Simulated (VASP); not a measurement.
# SiC (Moissanite) (P6_3mc) in VASP: evGW0 quasiparticle levels with PBE

Aim: the evGW0 quasiparticle levels of SiC (Moissanite) with PBE.

All numbers are computed with VASP 6.6.1; they aren't measurements. Logs are shortened: lines on timing, memory, paths and dates and some standing lists are left out, and cuts for length are marked.

## (1) Starting point

Symmetry: P6_3mc, No. 186, hexagonal system. The conventional cell has a = 3.076 Å, b = 3.076 Å, c = 5.048 Å, α = 90.00°, β = 90.00°, γ = 120.00°. Si (site symmetry 3m) is surrounded by 4 C at 1.87 to 1.94 Å. C (site symmetry 3m) is surrounded by 4 Si at 1.87 to 1.94 Å.

## (2) EvGW0 quasiparticle levels, PBE

Contents of POSCAR:

```
SiC
1.0
    3.0760000000      0.0000000000      0.0000000000
   -1.5380000000      2.6638941420      0.0000000000
    0.0000000000      0.0000000000      5.0480000000
Si C
2 2
Direct
    0.6666666667      0.3333333333      0.5000000000
    0.3333333333      0.6666666667      0.0000000000
    0.6666666667      0.3333333333      0.8850000000
    0.3333333333      0.6666666667      0.3850000000
```

Contents of INCAR.step1:

```
ALGO = Normal ; EDIFF = 1E-8
ENCUT = 450 ; GGA = PE
ISMEAR = 0 ; LASPH = True
LCHARG = False ; LREAL = False
LWAVE = True ; NELM = 60
PREC = Accurate ; SIGMA = 0.01
```

Contents of INCAR.step2:

```
ALGO = Exact ; EDIFF = 1E-8
ENCUT = 450 ; GGA = PE
ISMEAR = 0 ; ISTART = 1
LASPH = True ; LCHARG = False
LOPTICS = True ; LREAL = False
LWAVE = True ; NBANDS = 131
NELM = 1 ; PREC = Accurate
SIGMA = 0.01
```

Contents of INCAR.step3:

```
ALGO = EVGW0 ; EDIFF = 1E-8
ENCUT = 450 ; ENCUTGW = 120
GGA = PE ; ISMEAR = 0
ISTART = 1 ; LASPH = True
LCHARG = False ; LREAL = False
LWAVE = False ; NBANDS = 131
NBANDSGW = 16 ; NELMGW = 4
NOMEGA = 50 ; PREC = Accurate
PRECFOCK = Fast ; SIGMA = 0.01
```

Contents of KPOINTS:

```
k-points
0
Gamma
  6 6 4
```

Potentials or basis: VASP PAW PBE potentials, release 64 (Si_GW, C_GW).

The run is started by

```console
> cat potpaw_PBE.64/Si_GW/POTCAR potpaw_PBE.64/C_GW/POTCAR > POTCAR
> cp INCAR.step1 INCAR
> mpirun -np 1 vasp_std > vasp.out
> cp INCAR.step2 INCAR
> mpirun -np 1 vasp_std > vasp.out
> cp INCAR.step3 INCAR
> mpirun -np 1 vasp_std > vasp.out
```

OUTCAR:

```text
EDIFF = 1E-8
   ENCUT = 450
   ENCUTGW = 120
   GGA = PE
   ISMEAR = 0
   ISTART = 1
   LASPH = True
   LREAL = False
   NELMGW = 4
   PREC = Accurate
   PRECFOCK = Fast

 ion  position               nearest neighbor table
   1  0.667  0.333  0.500-   4 1.87   4 1.87   4 1.87   3 1.94   2 3.09   2 3.09   2 3.09   2 3.09
                             2 3.09   2 3.09
   2  0.333  0.667  0.000-   3 1.87   3 1.87   3 1.87   4 1.94   1 3.09   1 3.09   1 3.09   1 3.09
                             1 3.09   1 3.09
   3  0.667  0.333  0.885-   2 1.87   2 1.87   2 1.87   1 1.94
   4  0.333  0.667  0.385-   1 1.87   1 1.87   1 1.87   2 1.94

  LATTYP: Found a hexagonal cell.
 ALAT       =     3.0760000000
 C/A-ratio  =     1.6410923277

  Lattice vectors:

 A1 = (   3.0760000000,   0.0000000000,   0.0000000000)
 A2 = (  -1.5380000000,   2.6638941420,   0.0000000000)
 A3 = (   0.0000000000,   0.0000000000,   5.0480000000)

Analysis of symmetry for initial positions (statically):
=====================================================================
 Subroutine PRICEL returns:
 Original cell was already a primitive cell.

 Routine SETGRP: Setting up the symmetry group for a
 hexagonal supercell.

 Subroutine GETGRP returns: Found 12 space group operations
 (whereof  6 operations were pure point group operations)
 out of a pool of 24 trial point group operations.

The static configuration has the point symmetry C_3v.
 The point group associated with its full space group is C_6v.

Analysis of symmetry for dynamics (positions and initial velocities):
=====================================================================
 Subroutine PRICEL returns:
 Original cell was already a primitive cell.

 Routine SETGRP: Setting up the symmetry group for a
 hexagonal supercell.

 Subroutine GETGRP returns: Found 12 space group operations
 (whereof  6 operations were pure point group operations)
 out of a pool of 24 trial point group operations.

The dynamic configuration has the point symmetry C_3v.
 The point group associated with its full space group is C_6v.

 Subroutine INISYM returns: Found 12 space group operations
 (whereof  6 operations are pure point group operations),
 and found     1 'primitive' translations

----------------------------------------------------------------------------------------

                                     Primitive cell

  volume of cell :      41.3640

  direct lattice vectors                    reciprocal lattice vectors
     3.076000000  0.000000000  0.000000000     0.325097529  0.187695146  0.000000000
    -1.538000000  2.663894142  0.000000000     0.000000000  0.375390292  0.000000000
     0.000000000  0.000000000  5.048000000     0.000000000  0.000000000  0.198098257

  length of vectors
     3.076000000  3.076000000  5.048000000     0.375390292  0.375390292  0.198098257

  position of ions in fractional coordinates (direct lattice)
     0.666666667  0.333333333  0.500000000
     0.333333333  0.666666667  0.000000000
     0.666666667  0.333333333  0.885000000
     0.333333333  0.666666667  0.385000000

  ion indices of the primitive-cell ions
   primitive index   ion index
                 1           1
                 2           2
                 3           3
                 4           4

----------------------------------------------------------------------------------------

 KPOINTS: k-points

Automatic generation of k-mesh.
 Grid dimensions read from file:
 generate k-points for:    6    6    4

 Generating k-lattice:

  Cartesian coordinates                     Fractional coordinates (reciprocal lattice)
     0.054182922  0.031282524  0.000000000     0.166666667  0.000000000  0.000000000
     0.000000000  0.062565049  0.000000000     0.000000000  0.166666667  0.000000000
     0.000000000  0.000000000  0.049524564     0.000000000  0.000000000  0.250000000

  Length of vectors
     0.062565049  0.062565049  0.049524564

  Shift w.r.t. Gamma in fractional coordinates (k-lattice)
     0.000000000  0.000000000  0.000000000

 Subroutine IBZKPT returns following result:
 ===========================================

 Found     21 irreducible k-points:

 Following reciprocal coordinates:
            Coordinates               Weight
  0.000000  0.000000  0.000000      1.000000
  0.166667  0.000000  0.000000      6.000000
  0.333333 -0.000000  0.000000      6.000000
  0.500000 -0.000000  0.000000      3.000000
  0.166667  0.166667  0.000000      6.000000
  0.333333  0.166667  0.000000     12.000000
[... 13 lines left out ...]
  0.333333  0.166667  0.500000     12.000000
  0.333333  0.333333  0.500000      2.000000
   k-points           NKPTS =     21   k-points in BZ     NKDIM =    144   number of bands    NBANDS=    131
   number of dos      NEDOS =    301   number of ions     NIONS =      4
   total plane-waves  NPLWV =  20736
   dimension x,y,z NGX =    24 NGY =   24 NGZ =   36
   dimension x,y,z NGXF=    48 NGYF=   48 NGZF=   72
   ions per type =               2   2
   NGX,Y,Z   is equivalent  to a cutoff of  12.97, 12.97, 11.86 a.u.
   NGXF,Y,Z  is equivalent  to a cutoff of  25.94, 25.94, 23.71 a.u.
 SYSTEM =  unknown system
   PREC   = accura    normal or accurate (medium, high low for compatibility)
   ISTART =      1    job   : 0-new  1-cont  2-samecut
   ICHARG =      0    charge: 1-file 2-atom 10-const
   ISPIN  =      1    spin polarized calculation?
   LNONCOLLINEAR =      F non collinear calculations
   LSORBIT =      F    spin-orbit coupling
   LASPH  =      T    aspherical Exc in radial PAW
   ENCUT  =  450.0 eV  33.07 Ry    5.75 a.u.   5.32  5.32  8.73*2*pi/ulx,y,z
   NELM   =     60;   NELMIN=  2; NELMDL=  0     # of ELM steps
   EDIFF  = 0.1E-07   stopping-criterion for ELM
   LREAL  =      F    real-space projection
   EDIFFG = 0.1E-06   stopping-criterion for IOM
   NSW    =      0    number of steps for IOM
   IBRION =     -1    ionic relax: 0-MD 1-quasi-New 2-CG
   NFREE  =      0    steps in history (QN), initial steepest desc. (CG)
   ISIF   =      0    stress and relaxation
   ISYM   =      3    0-nonsym 1-usesym 2-fastsym
   POTIM  = 0.5000    time-step for ionic-motion
   TEBEG  =    0.0;   TEEND  =   0.0 temperature during run
   PSTRESS=    0.0 pullay stress
   NELECT =      16.0000    total number of electrons
   NUPDOWN=      -1.0000    fix difference up-down
   EMIN   =  10.00;   EMAX   =-10.00  energy-range for DOS
   EFERMI =   0.00;   METHOD = LEGACY
   ISMEAR =     0;   SIGMA  =   0.01  broadening in eV -4-tet -1-fermi 0-gaus
   EFERMI_NEDOS =   21; number of points for ismear=-14 and -15
   IALGO  =     38    algorithm
   IMIX   =      4    mixing-type and parameters
     AMIX     =   0.40;   BMIX     =  1.00
     AMIX_MAG =   1.60;   BMIX_MAG =  1.00
  volume/ion in A,a.u.               =      10.34        69.78
  Fermi-wavevector in a.u.,A,eV,Ry     =   1.192817  2.254098 19.358549  1.422813
  Thomas-Fermi vector in A             =   2.328847
   LORBIT       =      0    0 simple, 1 ext, 2 COOP (PROOUT), +10 PAW based schemes
   GGA     = PE    functional components
   LHFCALC =     T    Hartree Fock is set to
   PRECFOCK=fast      Normal, Fast or Accurate (Low or Medium for compatibility)
   ENCUT4O =  -1.0   cutoff for four orbital integrals eV
   NKREDX  =     1    reduce k-point grid by
   NKREDY  =     1    reduce k-point grid by
   NKREDZ  =     1    reduce k-point grid by
   AEXX    =    1.0000 exact exchange contribution
   HFSCREEN=    0.0000 screening length (either q_TF or 0.3 A-1)
   HFSCREENC=   0.0000 screening length for correlation (either q_TF or 0.3 A-1)
   ENCUTFOCK=  -1.0 apply spherical cutoff to Coloumb kernel
   IVDW    =     0    specifies the selected vdW correction
   LEPSILON=     F    determine dielectric tensor
   LRPA    =     F    only Hartree local field effects (RPA)
   LRPAFORCE           =     F    calculate RPA forces
   ENCUTGW             = 120.0    cutoff for response function in eV
   ENCUTGWSOFT         =  96.0    soft cutoff for Coulomb kernel in GW response function in eV
   ENCUTLF             =  -1.0    cutoff for local field effects
   NELMGW              =     4    number of iterations in solving QP/BSE equation
   NELMHF              =     1    number of iterations in the inner HF iteration
   NKREDLFX            =     1    NKREDLFY  =   1   NKREDLFZ  =   1
 non-spin polarized calculation
 Gauss-broadening in eV      SIGMA  =   0.01
  energy-cutoff  :      450.00
  volume of cell :       41.36
 maximum number of plane-waves:       911
 NGX is ok and might be reduce to    24
  NGX = 12; NGY = 12; NGZ = 20
   NGX = 11   NGY = 11   NGZ = 17
 maximum number of plane-waves:       135

 QP shifts <psi_nk| G(iteration)W_0 |psi_nk>: iteration 1
 for sc-GW calculations column KS-energies equals QP-energies in previous step
 and V_xc(KS)=  KS-energies - (<T + V_ion + V_H > + <T+V_H+V_ion>^1  + <V_x>^1)

 k-point   1 :       0.0000    0.0000    0.0000
  band No.  KS-energies  QP-energies   sigma(KS)   V_xc(KS)     V^pw_x(r,r')   Z            occupation Imag(sigma)

      1      -7.6558      -8.6393     -14.1370     -12.7564     -21.7266       0.7124       2.0000       1.3732
      2      -4.1547      -5.0265     -14.9780     -13.7940     -21.7340       0.7363       2.0000       0.9220
      3      -0.6224      -1.4953     -13.1506     -11.9672     -17.7760       0.7377       2.0000       0.3936
      4       6.5200       5.9430     -15.1544     -14.4159     -17.5406       0.7812       2.0000       0.0772
      5       6.5200       5.9430     -15.1544     -14.4159     -17.5406       0.7812       2.0000       0.0772
      6       7.8010       7.3609     -15.4884     -14.9300     -17.5473       0.7882       2.0000       0.0696
[... 8 lines left out ...]
     15      16.7692      17.4825     -10.8607     -11.7736      -5.4419       0.7814       0.0000      -0.1351
     16      19.4170      20.1828     -12.0897     -13.1122      -5.5657       0.7489       0.0000      -0.3009

 k-point   2 :       0.1667    0.0000    0.0000
  band No.  KS-energies  QP-energies   sigma(KS)   V_xc(KS)     V^pw_x(r,r')   Z            occupation Imag(sigma)

      1      -7.1763      -8.1453     -14.1757     -12.8238     -21.6325       0.7168       2.0000       1.3081
      2      -3.7483      -4.6036     -15.0639     -13.8995     -21.7083       0.7346       2.0000       0.8584
      3      -0.1823      -1.0427     -13.2306     -12.0661     -17.6887       0.7388       2.0000       0.3527
      4       4.3606       3.6468     -14.4188     -13.4882     -17.2998       0.7670       2.0000       0.1034
      5       5.8384       5.2035     -14.8574     -14.0413     -17.3821       0.7779       2.0000       0.0821
      6       6.2370       5.6628     -15.1950     -14.4565     -17.6587       0.7776       2.0000       0.0822
[... 8 lines left out ...]
     15      17.3942      17.9584     -10.3447     -11.0550      -5.1415       0.7943       0.0000      -0.1377
     16      17.7806      18.4670     -10.8514     -11.7347      -5.1790       0.7771       0.0000      -0.1774
[... 1614 lines left out ...]
      5       2.8510       2.8462     -13.9072      16.7519     -16.9493       0.7647       2.0000       0.1189
      6       2.8510       2.8462     -13.9072      16.7519     -16.9493       0.7647       2.0000       0.1189
[... 8 lines left out ...]
     15      20.4824      20.4839     -11.8021      32.2865      -5.4274       0.7586       0.0000      -0.2797
     16      20.4824      20.4839     -11.8021      32.2865      -5.4274       0.7586       0.0000      -0.2797

 k-point  21 :       0.3333    0.3333    0.5000
  band No. old QP-enery  QP-energies   sigma(KS)   T+V_ion+V_H  V^pw_x(r,r')   Z            occupation Imag(sigma)

      1      -3.9017      -3.9111     -15.3675      11.4529     -21.8783       0.7317       2.0000       0.7728
      2      -3.9017      -3.9111     -15.3675      11.4529     -21.8783       0.7317       2.0000       0.7728
      3      -0.9031      -0.9101     -13.6101      12.6975     -18.0785       0.7373       2.0000       0.3369
      4      -0.9031      -0.9101     -13.6101      12.6975     -18.0785       0.7373       2.0000       0.3369
      5       1.1966       1.1910     -13.3044      14.4935     -16.8103       0.7522       2.0000       0.1726
      6       1.1966       1.1910     -13.3044      14.4935     -16.8103       0.7522       2.0000       0.1726
[... 8 lines left out ...]
     15      20.1299      20.1308     -10.4922      30.6233      -4.7842       0.7857       0.0000      -0.2182
     16      20.1299      20.1308     -10.4922      30.6233      -4.7842       0.7857       0.0000      -0.2182
```

It took 30 min on 1 thread of Intel Xeon Platinum 8375C at 2.90GHz (Ice Lake), shared host; peak memory 0.56 GiB.

Results:

| Property | Result |
| --- | --- |
| Band gap on the k mesh, mean-field level | 2.32 eV, indirect (least direct gap 4.07 eV) |
| Quasiparticle gap | 3.12 eV |
| Least direct quasiparticle gap | 5.17 eV |

Levels at points of the mesh, in eV from the valence-band top:
```csv
k point,band 5,band 6,band 7,band 8,band 9,band 10,band 11,band 12
"(0.00, 0.00, 0.00)",-1.56,-0.27,-0.27,0.00,4.61,6.02,6.50,6.50
"(0.50, 0.00, 0.00)",-5.43,-3.55,-3.26,-1.49,2.58,4.19,6.74,7.20
"(0.00, 0.00, 0.50)",-0.97,-0.97,-0.97,-0.97,5.70,5.70,7.16,7.16
"(0.50, 0.00, 0.50)",-2.69,-2.69,-2.34,-2.34,3.16,3.16,4.99,4.99
```

Quasiparticle gap after each update of the energies (eV): 2.99, 3.10, 3.12, 3.12

Caveat: bands, screening cutoff and mesh are small and nothing is extrapolated, so the quasiparticle values aren't converged.
